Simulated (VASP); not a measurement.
# GaN (P6_3mc) in VASP: a series of runs

One crystal, GaN, is run at these levels: PBE; tasks: relaxation of cell and atoms.

All numbers are computed with VASP 6.6.1; they aren't measurements. Logs are shortened: lines on timing, memory, paths and dates and some standing lists are left out, and cuts for length are marked.

### 1 Starting point

It takes space group P6_3mc (No. 186, hexagonal). The conventional cell has a = 3.180 Å, b = 3.180 Å, c = 5.166 Å, α = 90.00°, β = 90.00°, γ = 120.00°. Ga (site symmetry 3m) is surrounded by 4 N at 1.94 to 1.95 Å. Around N (site symmetry 3m) lie 4 Ga at 1.94 to 1.95 Å.

### 2 Relaxation of cell and atoms, PBE

INCAR reads:

```
SYSTEM = GaN
PREC = Accurate
ENCUT = 520
EDIFF = 1E-7
ISMEAR = 0
SIGMA = 0.02
LREAL = .FALSE.
LASPH = .TRUE.
NELM = 80
ALGO = Normal
ISIF = 3
LWAVE = .FALSE.
LCHARG = .FALSE.
GGA = PE
IBRION = 2
NSW = 80
EDIFFG = -0.002
```

KPOINTS reads:

```
regular mesh
0
G
  12 12 6
  0 0 0
```

POSCAR reads:

```
GaN
1.0
    3.1800000000      0.0000000000      0.0000000000
   -1.5900000000      2.7539607800      0.0000000000
    0.0000000000      0.0000000000      5.1660000000
Ga N
2 2
Direct
    0.3333333300      0.6666666700      0.0000000000
    0.6666666700      0.3333333300      0.5000000000
    0.3333333300      0.6666666700      0.3750000000
    0.6666666700      0.3333333300      0.8750000000
```

Potentials or basis: VASP PAW PBE potentials, release 64 (Ga, N).

On the command line:

```
cat potpaw_PBE.64/Ga/POTCAR potpaw_PBE.64/N/POTCAR > POTCAR
mpirun -np 1 vasp_std > vasp.out
```

OUTCAR:

```text
SYSTEM = GaN
   PREC = Accurate
   ENCUT = 520
   EDIFF = 1E-7
   ISMEAR = 0
   LREAL = .FALSE.
   LASPH = .TRUE.
   NELM = 80
   ISIF = 3
   GGA = PE
   IBRION = 2
   NSW = 80
   EDIFFG = -0.002

 ion  position               nearest neighbor table
   1  0.333  0.667  0.000-   3 1.94   4 1.95   4 1.95   4 1.95   2 3.17   2 3.17   2 3.17   2 3.17
                             2 3.17   2 3.17
   2  0.667  0.333  0.500-   4 1.94   3 1.95   3 1.95   3 1.95   1 3.17   1 3.17   1 3.17   1 3.17
                             1 3.17   1 3.17
   3  0.333  0.667  0.375-   1 1.94   2 1.95   2 1.95   2 1.95
   4  0.667  0.333  0.875-   2 1.94   1 1.95   1 1.95   1 1.95

  LATTYP: Found a hexagonal cell.
 ALAT       =     3.1800000000
 C/A-ratio  =     1.6245283019

  Lattice vectors:

 A1 = (   3.1800000000,   0.0000000000,   0.0000000000)
 A2 = (  -1.5900000000,   2.7539607800,   0.0000000000)
 A3 = (   0.0000000000,   0.0000000000,   5.1660000000)

Analysis of symmetry for initial positions (statically):
=====================================================================
 Subroutine PRICEL returns:
 Original cell was already a primitive cell.

 Routine SETGRP: Setting up the symmetry group for a
 hexagonal supercell.

 Subroutine GETGRP returns: Found 12 space group operations
 (whereof  6 operations were pure point group operations)
 out of a pool of 24 trial point group operations.

The static configuration has the point symmetry C_3v.
 The point group associated with its full space group is C_6v.

Analysis of symmetry for dynamics (positions and initial velocities):
=====================================================================
 Subroutine PRICEL returns:
 Original cell was already a primitive cell.

 Routine SETGRP: Setting up the symmetry group for a
 hexagonal supercell.

 Subroutine GETGRP returns: Found 12 space group operations
 (whereof  6 operations were pure point group operations)
 out of a pool of 24 trial point group operations.

The dynamic configuration has the point symmetry C_3v.
 The point group associated with its full space group is C_6v.

 Subroutine INISYM returns: Found 12 space group operations
 (whereof  6 operations are pure point group operations),
 and found     1 'primitive' translations

----------------------------------------------------------------------------------------

                                     Primitive cell

  volume of cell :      45.2417

  direct lattice vectors                    reciprocal lattice vectors
     3.180000000  0.000000000  0.000000000     0.314465409  0.181556689  0.000000000
    -1.590000000  2.753960780  0.000000000     0.000000000  0.363113377  0.000000000
     0.000000000  0.000000000  5.166000000     0.000000000  0.000000000  0.193573364

  length of vectors
     3.180000000  3.179999997  5.166000000     0.363113377  0.363113377  0.193573364

  position of ions in fractional coordinates (direct lattice)
     0.333333330  0.666666670  0.000000000
     0.666666670  0.333333330  0.500000000
     0.333333330  0.666666670  0.375000000
     0.666666670  0.333333330  0.875000000

  ion indices of the primitive-cell ions
   primitive index   ion index
                 1           1
                 2           2
                 3           3
                 4           4

----------------------------------------------------------------------------------------

 KPOINTS: regular mesh

Automatic generation of k-mesh.
 Grid dimensions read from file:
 generate k-points for:   12   12    6

 Generating k-lattice:

  Cartesian coordinates                     Fractional coordinates (reciprocal lattice)
     0.026205451  0.015129724  0.000000000     0.083333333  0.000000000  0.000000000
     0.000000000  0.030259448  0.000000000     0.000000000  0.083333333  0.000000000
     0.000000000  0.000000000  0.032262227     0.000000000  0.000000000  0.166666667

  Length of vectors
     0.030259448  0.030259448  0.032262227

  Shift w.r.t. Gamma in fractional coordinates (k-lattice)
     0.000000000  0.000000000  0.000000000

 Subroutine IBZKPT returns following result:
 ===========================================

 Found     76 irreducible k-points:

 Following reciprocal coordinates:
            Coordinates               Weight
  0.000000  0.000000  0.000000      1.000000
  0.083333  0.000000  0.000000      6.000000
  0.166667 -0.000000  0.000000      6.000000
  0.250000 -0.000000  0.000000      6.000000
  0.333333  0.000000  0.000000      6.000000
  0.416667 -0.000000  0.000000      6.000000
[... 16 lines left out ...]
  0.250000 -0.000000  0.166667     12.000000
  0.333333  0.000000  0.166667     12.000000
 [... further k-points ...]
   k-points           NKPTS =     76   k-points in BZ     NKDIM =     76   number of bands    NBANDS=     12
   number of dos      NEDOS =    301   number of ions     NIONS =      4
   total plane-waves  NPLWV =  23040
   dimension x,y,z NGX =    24 NGY =   24 NGZ =   40
   dimension x,y,z NGXF=    48 NGYF=   48 NGZF=   80
   ions per type =               2   2
   NGX,Y,Z   is equivalent  to a cutoff of  12.55, 12.55, 12.87 a.u.
   NGXF,Y,Z  is equivalent  to a cutoff of  25.09, 25.09, 25.74 a.u.
 SYSTEM =  GaN
   PREC   = accura    normal or accurate (medium, high low for compatibility)
   ISTART =      0    job   : 0-new  1-cont  2-samecut
   ICHARG =      2    charge: 1-file 2-atom 10-const
   ISPIN  =      1    spin polarized calculation?
   LNONCOLLINEAR =      F non collinear calculations
   LSORBIT =      F    spin-orbit coupling
   LASPH  =      T    aspherical Exc in radial PAW
   ENCUT  =  520.0 eV  38.22 Ry    6.18 a.u.   5.91  5.91  9.61*2*pi/ulx,y,z
   NELM   =     80;   NELMIN=  2; NELMDL= -5     # of ELM steps
   EDIFF  = 0.1E-06   stopping-criterion for ELM
   LREAL  =      F    real-space projection
   EDIFFG = -.2E-02   stopping-criterion for IOM
   NSW    =     80    number of steps for IOM
   IBRION =      2    ionic relax: 0-MD 1-quasi-New 2-CG
   NFREE  =      1    steps in history (QN), initial steepest desc. (CG)
   ISIF   =      3    stress and relaxation
   ISYM   =      2    0-nonsym 1-usesym 2-fastsym
   POTIM  = 0.5000    time-step for ionic-motion
   TEBEG  =    0.0;   TEEND  =   0.0 temperature during run
   PSTRESS=    0.0 pullay stress
   NELECT =      16.0000    total number of electrons
   NUPDOWN=      -1.0000    fix difference up-down
   EMIN   =  10.00;   EMAX   =-10.00  energy-range for DOS
   EFERMI =   0.00;   METHOD = LEGACY
   ISMEAR =     0;   SIGMA  =   0.02  broadening in eV -4-tet -1-fermi 0-gaus
   EFERMI_NEDOS =   21; number of points for ismear=-14 and -15
   IALGO  =     38    algorithm
   IMIX   =      4    mixing-type and parameters
     AMIX     =   0.40;   BMIX     =  1.00
     AMIX_MAG =   1.60;   BMIX_MAG =  1.00
  volume/ion in A,a.u.               =      11.31        76.33
  Fermi-wavevector in a.u.,A,eV,Ry     =   1.157715  2.187764 18.235950  1.340304
  Thomas-Fermi vector in A             =   2.294324
   LORBIT       =      0    0 simple, 1 ext, 2 COOP (PROOUT), +10 PAW based schemes
   GGA     = PE    functional components
   LHFCALC =     F    Hartree Fock is set to
   AEXX    =    0.0000 exact exchange contribution
   IVDW    =     0    specifies the selected vdW correction
   LEPSILON=     F    determine dielectric tensor
   LRPA    =     F    only Hartree local field effects (RPA)
 conjugate gradient relaxation of ions
 non-spin polarized calculation
 Gauss-broadening in eV      SIGMA  =   0.02
  energy-cutoff  :      520.00
  volume of cell :       45.24
 maximum number of plane-waves:      1236
 NGX is ok and might be reduce to    24
   NGX = 11   NGY = 11   NGZ = 19

--------------------------------------- Ionic step        1  -------------------------------------------

 number of electron      16.0000002 magnetization

 Free energy of the ion-electron system (eV)
  ---------------------------------------------------
  ext. energy  EPLUGINS =         0.00000000
  ---------------------------------------------------
  free energy    TOTEN  =       -24.21936594 eV

  energy without entropy =      -24.21936594  energy(sigma->0) =      -24.21936594

------------------------ aborting loop because EDIFF is reached ----------------------------------------

  FORCE on cell =-STRESS in cart. coord.  units (eV):
  Direction    XX          YY          ZZ          XY          YZ          ZX
  --------------------------------------------------------------------------------------
  -------------------------------------------------------------------------------------
  Total        3.6520750      3.6520750      4.2379880      0.0000000      0.0000000      0.0000000
  in kB      129.3334918    129.3334914    150.0828390      0.0000000      0.0000000      0.0000000
  external PRESSURE =     136.2499407 kB  Pullay stress =       0.0000000 kB
[... 25 lines left out ...]
--------------------------------------- Ionic step        2  -------------------------------------------

 number of electron      15.9999995 magnetization

 E-fermi :   2.1121     XC(G=0): -10.3015

 val. band max:        1.9651920565   @ k =   0.0000   0.0000   0.0000
 cond. band min:       3.1066836064   @ k =   0.0000   0.0000   0.0000
 fundamental gap:      1.1414915499
 Fermi energy:         2.1121342963

 k-point     1 :       0.0000    0.0000    0.0000
  band No.  band energies     occupation
      1     -12.9515      2.00000
      2     -11.0815      2.00000
      3      -4.2319      2.00000
      4       1.1103      2.00000
      5       1.1103      2.00000
      6       1.9609      2.00000
      7       1.9652      2.00000
      8       1.9652      2.00000
      9       3.1067      0.00000
     10       5.5125      0.00000
     11      10.4629      0.00000
     12      11.2579      0.00000
[... 414 lines left out ...]
  FREE ENERGIE OF THE ION-ELECTRON SYSTEM (eV)
  ---------------------------------------------------
  free  energy   TOTEN  =       -24.3404593979 eV

  energy  without entropy=      -24.3404593979  energy(sigma->0) =      -24.34045940

[... ionic steps 4 to 7 ...]

--------------------------------------- Ionic step        8  -------------------------------------------

 number of electron      16.0000002 magnetization

------------------------ aborting loop because EDIFF is reached ----------------------------------------
[... 71 lines left out ...]
--------------------------------------- Ionic step       10  -------------------------------------------

 number of electron      16.0000002 magnetization

 Free energy of the ion-electron system (eV)
  ---------------------------------------------------
  ext. energy  EPLUGINS =         0.00000000
  ---------------------------------------------------
  free energy    TOTEN  =       -24.34060317 eV

  energy without entropy =      -24.34060317  energy(sigma->0) =      -24.34060317

 E-fermi :   2.6215     XC(G=0): -10.6217

 val. band max:        2.5291367206   @ k =   0.0000   0.0000   0.0000
 cond. band min:       4.1621357012   @ k =   0.0000   0.0000   0.0000
 fundamental gap:      1.6329989806
 Fermi energy:         2.6214581585

 k-point     1 :       0.0000    0.0000    0.0000
  band No.  band energies     occupation
      1     -12.9324      2.00000
      2     -10.7774      2.00000
      3      -4.0995      2.00000
      4       1.5722      2.00000
      5       1.5722      2.00000
      6       2.5106      2.00000
      7       2.5291      2.00000
      8       2.5291      2.00000
      9       4.1621      0.00000
     10       6.5164      0.00000
     11      11.4863      0.00000
     12      12.2098      0.00000
[... 376 lines left out ...]
  FREE ENERGIE OF THE ION-ELECTRON SYSTEM (eV)
  ---------------------------------------------------
  free  energy   TOTEN  =       -24.3406031726 eV

  energy  without entropy=      -24.3406031726  energy(sigma->0) =      -24.34060317

 reached required accuracy - stopping structural energy minimisation
```

Wall time 2.4 min (1 thread of Intel Xeon Platinum 8259CL at 2.50GHz (Skylake/Cascade Lake), shared host); peak memory 0.19 GiB.

What came out:

```yaml
Free_energy: -24.3406 eV
Relaxed_volume: 12.05 Å³/atom
Relaxed_cell: a = 3.247 Å, b = 3.247 Å, c = 5.281 Å, α = 90.00°, β = 90.00°, γ = 120.00°
Space_group_after_relaxing_to_0.05_Å: P6_3mc (No. 186)
Energy_gained_by_relaxing: 30.3 meV/atom
Ionic_steps: 10
Pressure_after_relaxing: 0.0 GPa
Band_gap_on_the_k_mesh: 1.63 eV, direct
```

Step by step:
```
step  energy change (eV)  largest force (eV/Å)  pressure (GPa)  volume (Å³)
   1              0.0000                0.1719           13.62        45.24
   2              0.0172                0.0825          -11.32        51.84
   3             -0.1211                0.0091           -0.14        48.26
   4             -0.1211                0.0114            0.09        48.20
   5             -0.1212                0.0164            0.07        48.20
   6             -0.1212                0.0179            0.06        48.21
   7             -0.1212                0.0042           -0.07        48.24
   8             -0.1212                0.0022           -0.03        48.23
   9             -0.1212                0.0015           -0.03        48.23
  10             -0.1212                0.0011            0.02        48.22
```

Final structure:
```
Ga N
1.0
     3.24697    0.00000    0.00000
    -1.62349    2.81196    0.00000
     0.00000    0.00000    5.28103
Ga N
2 2
Direct
  0.33333 0.66667 0.99895
  0.66667 0.33333 0.49895
  0.33333 0.66667 0.37605
  0.66667 0.33333 0.87605
```

Levels at points of the mesh, in eV from the valence-band top:
```csv
k point,band 6,band 7,band 8,band 9,band 10,band 11
"(0.00, 0.00, 0.00)",-0.02,0.00,0.00,1.63,3.99,8.96
"(0.50, 0.00, 0.00)",-2.51,-2.04,-0.91,4.98,5.30,6.01
"(0.00, 0.00, 0.50)",-0.49,-0.49,-0.49,3.98,3.98,8.27
"(0.50, 0.00, 0.50)",-1.79,-1.75,-1.75,4.31,4.31,7.53
```

PBE usually gives volumes a little too large and moduli too small. Zero-point motion and thermal expansion aren't in these numbers.

### 3 Relaxation of cell and atoms, PBE

This run uses another cell than the first one, of 12.05 Å³/atom, 1.066 times its volume.

INCAR is that of step 2.

KPOINTS is that of step 2.

POSCAR reads:

```
GaN                                     
1.0
    3.2469725065      0.0000000000      0.0000000000
   -1.6234862533      2.8119606718     -0.0000000000
   -0.0000000000      0.0000000000      5.2810278190
  Ga              N             
     2     2
Direct
     0.3333333300000021    0.6666666699999979    0.9989539820403242
     0.6666666699999979    0.3333333300000021    0.4989539820403240
     0.3333333300000021    0.6666666699999979    0.3760460179596760
     0.6666666699999979    0.3333333300000021    0.8760460179596758
```

Potentials or basis: VASP PAW PBE potentials, release 64 (Ga, N).

On the command line:

```
cat potpaw_PBE.64/Ga/POTCAR potpaw_PBE.64/N/POTCAR > POTCAR
mpirun -np 1 vasp_std > vasp.out
```

Run time: 68 s. Hardware: 1 thread of Intel Xeon Platinum 8259CL at 2.50GHz (Skylake/Cascade Lake), shared host; peak memory 0.2 GiB.

It converged, with:

| Quantity | Value |
| --- | --- |
| Free energy | -24.3425 eV |
| Relaxed volume | 12.06 Å³/atom |
| Relaxed cell | a = 3.247 Å, b = 3.247 Å, c = 5.282 Å, α = 90.00°, β = 90.00°, γ = 120.00° |
| Space group after relaxing (to 0.05 Å) | P6_3mc (No. 186) |
| Energy gained by relaxing | 0.0 meV/atom |
| Ionic steps | 3 |
| Pressure after relaxing | 0.0 GPa |
| Band gap on the k mesh | 1.63 eV, direct |

Final structure:
```xyz
4
Lattice="3.2474 0.0000 0.0000 -1.6237 2.8123 0.0000 0.0000 0.0000 5.2816" Properties=species:S:1:pos:R:3 pbc="T T T"
Ga    0.0000    1.8749    5.2760
Ga    1.6237    0.9374    2.6353
N     0.0000    1.8749    1.9861
N     1.6237    0.9374    4.6269
```

Levels at points of the mesh, in eV from the valence-band top:
| k point | band 4 | band 5 | band 6 | band 7 | band 8 | band 9 | band 10 | band 11 | band 12 |
| --- | --- | --- | --- | --- | --- | --- | --- | --- | --- |
| (0.00, 0.00, 0.00) | -0.96 | -0.96 | -0.02 | 0.00 | 0.00 | 1.63 | 3.98 | 8.95 | 9.68 |
| (0.50, 0.00, 0.00) | -5.07 | -3.91 | -2.51 | -2.03 | -0.91 | 4.98 | 5.30 | 6.01 | 8.24 |
| (0.00, 0.00, 0.50) | -3.78 | -0.49 | -0.49 | -0.49 | -0.49 | 3.98 | 3.98 | 8.27 | 8.27 |
| (0.50, 0.00, 0.50) | -6.29 | -1.78 | -1.78 | -1.75 | -1.75 | 4.30 | 4.30 | 7.53 | 7.53 |
